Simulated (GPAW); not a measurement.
The Na K edge of atom 1 in NaF (Villiaumite, Fm-3m), with 6 F at 2.32 Å (octahedral, site symmetry m-3m), was computed in 2 ways: full core hole (charged cell) and no core hole. Program and functional: GPAW, PBE, Gaussian full width 0.9 eV up to 4 eV, rising linearly to 3.5 eV at 25 eV; cells of 2 and 16 atoms (the run without a hole in the smaller).

Each run is counted from its own lowest empty level or Fermi level and scaled to a mean of 1 over its first 20 eV.

```tsv
E (eV)	run 1	run 2
-2.0	0.00	0.00
-1.5	0.00	0.00
-1.0	0.00	0.00
-0.5	0.00	0.00
0.0	0.00	0.00
0.5	0.01	0.02
1.0	0.03	0.04
1.5	0.03	0.10
2.0	0.09	0.12
2.5	0.45	0.22
3.0	1.01	0.36
3.5	1.60	0.41
4.0	2.53	0.69
4.5	2.42	0.99
5.0	1.23	0.92
5.5	1.38	0.96
6.0	1.76	1.03
6.5	1.61	1.25
7.0	1.33	1.30
7.5	0.92	0.93
8.0	0.53	0.57
8.5	0.39	0.43
9.0	0.49	0.45
9.5	0.79	0.55
10.0	1.28	0.69
10.5	1.87	0.88
11.0	2.37	1.17
11.5	2.64	1.56
12.0	2.54	2.04
12.5	2.05	2.54
13.0	1.42	2.91
13.5	0.89	2.97
14.0	0.57	2.65
14.5	0.43	2.09
15.0	0.39	1.53
15.5	0.39	1.13
16.0	0.40	0.87
16.5	0.41	0.72
17.0	0.43	0.64
17.5	0.46	0.61
18.0	0.51	0.63
18.5	0.56	0.69
19.0	0.62	0.79
19.5	0.68	0.92
20.0	0.74	1.08
20.5	0.79	1.26
21.0	0.84	1.44
21.5	0.88	1.59
22.0	0.87	1.67
22.5	0.81	1.65
23.0	0.71	1.53
23.5	0.59	1.36
24.0	0.46	1.16
24.5	0.36	0.96
25.0	0.29	0.80
25.5	0.24	0.66
26.0	0.21	0.56
26.5	0.19	0.47
27.0	0.18	0.41
27.5	0.17	0.35
28.0	0.17	0.32
28.5	0.17	0.29
29.0	0.17	0.27
29.5	0.18	0.26
30.0	0.19	0.26
30.5	0.20	0.27
31.0	0.22	0.29
31.5	0.25	0.31
32.0	0.28	0.34
```

**Question.** Which run is which?

Run 1: full core hole (charged cell) (area from −2 to 6 eV 5.8, main maxima 4.2 eV (2.74), 6.0 eV (1.76), 11.6 eV (2.65) and 21.7 eV (0.88)). Run 2: no core hole (area from −2 to 6 eV 2.7, main maxima 4.5 eV (0.99), 6.8 eV (1.33), 13.3 eV (2.99) and 22.1 eV (1.67)). With each curve scaled to its own mean, the area from −2 to 6 eV with the hole is 5.8 against 2.7, and the centre of weight from −1 to 20 eV moves by -2.2 eV: the hole pulls the absorber's empty states down.

[Banner, clock and machine lines of the logs are left out without a mark of their own.]

[Logs are printed without paths, hosts, clocks, repeated set-up lines and the standing remarks that a program may print on its own settings, such as how far it seeks lower states.]

[Hosts, paths, dates, database ids (printed as entryN), source tags and the programs' standing remarks are cut or masked in the printed files.]

[Lists of maxima count a maximum above −3 eV only where it reaches 4 % of the highest in the window and stands out from its surroundings by 2 % of it (1.5 % where it reaches 55 %); shoulders and weaker maxima are passed over, and of the rest the first, up to two pre-edge ones and the few strongest are named.]
